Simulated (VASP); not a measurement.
Level of theory: vdW-DF2, VASP's PBE PAW potentials (set 64) (plane waves; VASP).

VASP input:

**INCAR**
```
SYSTEM = CaF2
PREC = Accurate
ENCUT = 520
EDIFF = 1E-6
NELM = 100
ALGO = Normal
LREAL = .FALSE.
LASPH = .TRUE.
ISMEAR = 0
SIGMA = 0.05
GGA = ML
ZAB_VDW = -1.8867
LUSE_VDW = .TRUE.
AGGAC = 0.0
LWAVE = .FALSE.
LCHARG = .FALSE.
IBRION = 2
ISIF = 3
NSW = 60
EDIFFG = -0.02
```

File KPOINTS:
```
kpoints
0
Gamma
6 6 6
0 0 0
```

POSCAR:
```
CaF2
1.0
  0.0000000000   2.7717112955   2.7717112955
  2.7717112955   0.0000000000   2.7717112955
  2.7717112955   2.7717112955   0.0000000000
Ca F
1 2
Direct
  0.0000000000   0.0000000000   0.0000000000
  0.2500000000   0.2500000000   0.2500000000
  0.7500000000   0.7500000000   0.7500000000
```

POTCAR, in this order: Ca_sv F (PBE.64 set). Program: vasp_std.

The run wrote:

File OUTCAR:
```
 ion  position               nearest neighbor table
   1  0.000  0.000  0.000-   2 2.40   3 2.40   3 2.40   3 2.40   3 2.40   2 2.40   2 2.40   2 2.40
  LATTYP: Found a face centered cubic cell.
 ALAT       =     5.5434225910
 Subroutine PRICEL returns:
 Original cell was already a primitive cell.
 Subroutine GETGRP returns: Found 48 space group operations
The static configuration has the point symmetry O_h .
The dynamic configuration has the point symmetry O_h .
 Subroutine INISYM returns: Found 48 space group operations
 Subroutine IBZKPT returns following result:
 Found     16 irreducible k-points:

 Following reciprocal coordinates:
            Coordinates               Weight
  0.000000  0.000000  0.000000      1.000000
  0.166667  0.000000  0.000000      8.000000
  0.333333  0.000000  0.000000      8.000000
  0.500000  0.000000  0.000000      4.000000
  0.166667  0.166667  0.000000      6.000000
  0.333333  0.166667  0.000000     24.000000
  0.500000  0.166667  0.000000     24.000000
 -0.333333  0.166667  0.000000     24.000000
 -0.166667  0.166667  0.000000     12.000000
  0.333333  0.333333  0.000000      6.000000
  0.500000  0.333333  0.000000     24.000000
 -0.333333  0.333333  0.000000     12.000000
  0.500000  0.500000  0.000000      3.000000
  0.500000  0.333333  0.166667     24.000000
 -0.333333  0.333333  0.166667     24.000000
 -0.333333  0.500000  0.166667     12.000000
   k-points           NKPTS =     16   k-points in BZ     NKDIM =     16   number of bands    NBANDS=     16
   number of dos      NEDOS =    301   number of ions     NIONS =      3
   total plane-waves  NPLWV =  27000
   dimension x,y,z NGX =    30 NGY =   30 NGZ =   30
   dimension x,y,z NGXF=    60 NGYF=   60 NGZF=   60
   ions per type =               1   2
   PREC   = accura    normal or accurate (medium, high low for compatibility)
   ISTART =      0    job   : 0-new  1-cont  2-samecut
   ICHARG =      2    charge: 1-file 2-atom 10-const
...
```

### OSZICAR
```
       N       E                     dE             d eps       ncg     rms          rms(c)
DAV:   1     0.231975735367E+03    0.23198E+03   -0.13726E+04   512   0.151E+03
DAV:   2    -0.411660987789E+01   -0.23609E+03   -0.23222E+03   680   0.390E+02
DAV:   3    -0.137468067635E+02   -0.96302E+01   -0.96227E+01   560   0.888E+01
DAV:   4    -0.141482754894E+02   -0.40147E+00   -0.40137E+00   912   0.134E+01
DAV:   5    -0.141509967171E+02   -0.27212E-02   -0.27212E-02   544   0.109E+00    0.919E+00
DAV:   6    -0.122239986978E+02    0.19270E+01   -0.10866E+01   520   0.223E+01    0.314E+00
DAV:   7    -0.121818728817E+02    0.42126E-01   -0.28233E-01   672   0.465E+00    0.165E+00
DAV:   8    -0.121283637914E+02    0.53509E-01   -0.55270E-02   600   0.239E+00    0.194E-01
DAV:   9    -0.121254902035E+02    0.28736E-02   -0.62298E-03   640   0.563E-01    0.887E-02
DAV:  10    -0.121249721877E+02    0.51802E-03   -0.11574E-03   584   0.256E-01    0.190E-02
DAV:  11    -0.121249566020E+02    0.15586E-04   -0.17682E-04   704   0.957E-02    0.244E-02
DAV:  12    -0.121249452024E+02    0.11400E-04   -0.43995E-05   608   0.598E-02    0.289E-03
DAV:  13    -0.121249449904E+02    0.21192E-06   -0.23629E-06   632   0.140E-02
   1 F= -.12124945E+02 E0= -.12124945E+02  d E =-.121249E+02
       N       E                     dE             d eps       ncg     rms          rms(c)
DAV:   1    -0.121289971005E+02   -0.40519E-02   -0.88690E-02   608   0.307E+00    0.478E-01
DAV:   2    -0.121254610472E+02    0.35361E-02   -0.19439E-02   512   0.112E+00    0.116E-01
DAV:   3    -0.121251464575E+02    0.31459E-03   -0.66897E-04   752   0.327E-01    0.552E-02
DAV:   4    -0.121250888524E+02    0.57605E-04   -0.46166E-04   832   0.176E-01    0.203E-02
DAV:   5    -0.121250894660E+02   -0.61360E-06   -0.78144E-06   568   0.310E-02
   2 F= -.12125089E+02 E0= -.12125089E+02  d E =-.144476E-03
```

### OUTCAR
```
------------------------ aborting loop because EDIFF is reached ----------------------------------------
  FORCE on cell =-STRESS in cart. coord.  units (eV):
  Direction    XX          YY          ZZ          XY          YZ          ZX
  --------------------------------------------------------------------------------------
  Total        0.0044140      0.0044140      0.0044140      0.0000000      0.0000000     -0.0000000
  in kB        0.1653834      0.1653834      0.1653834      0.0000000      0.0000000     -0.0000000
  external PRESSURE =       0.1653834 kB  Pullay stress =       0.0000000 kB
  volume of cell :       42.76
      direct lattice vectors                 reciprocal lattice vectors
     0.000000000  2.775492556  2.775492556    -0.180148204  0.180148204  0.180148204
     2.775492556  0.000000000  2.775492556     0.180148204 -0.180148204  0.180148204
     2.775492556  2.775492556  0.000000000     0.180148204  0.180148204 -0.180148204
 POSITION                                       TOTAL-FORCE (eV/Angst)
 -----------------------------------------------------------------------------------
      2.77549      0.00000      2.77549         0.000000     -0.000000      0.000000
      1.38775      1.38775      1.38775         0.000000      0.000000     -0.000000
      4.16324      4.16324      4.16324        -0.000000     -0.000000     -0.000000
 -----------------------------------------------------------------------------------
    total drift:                                0.000000     -0.000000      0.000000
  FREE ENERGIE OF THE ION-ELECTRON SYSTEM (eV)
  ---------------------------------------------------
  free  energy   TOTEN  =       -12.1250894660 eV

  energy  without entropy=      -12.1250894660  energy(sigma->0) =      -12.12508947

 reached required accuracy - stopping structural energy minimisation
```
(Selected blocks of OUTCAR.)

File CONTCAR:
```
CaF2
   1.00000000000000
     0.0000000000000000    2.7754925559612031    2.7754925559612031
     2.7754925559612031    0.0000000000000000    2.7754925559612031
     2.7754925559612031    2.7754925559612031    0.0000000000000000
  Ca              F
     1     2
Direct
     0.0000000000000000    1.0000000000000000    0.0000000000000000
     0.2500000000000000    0.2500000000000000    0.2500000000000000
     0.7500000000000000    0.7500000000000000    0.7500000000000000
```

The compound is CaF2 in the fluorite structure. This run relaxes it. Symmetry was kept, so distortions that lower it aren't found. The start is the result of an earlier pass.
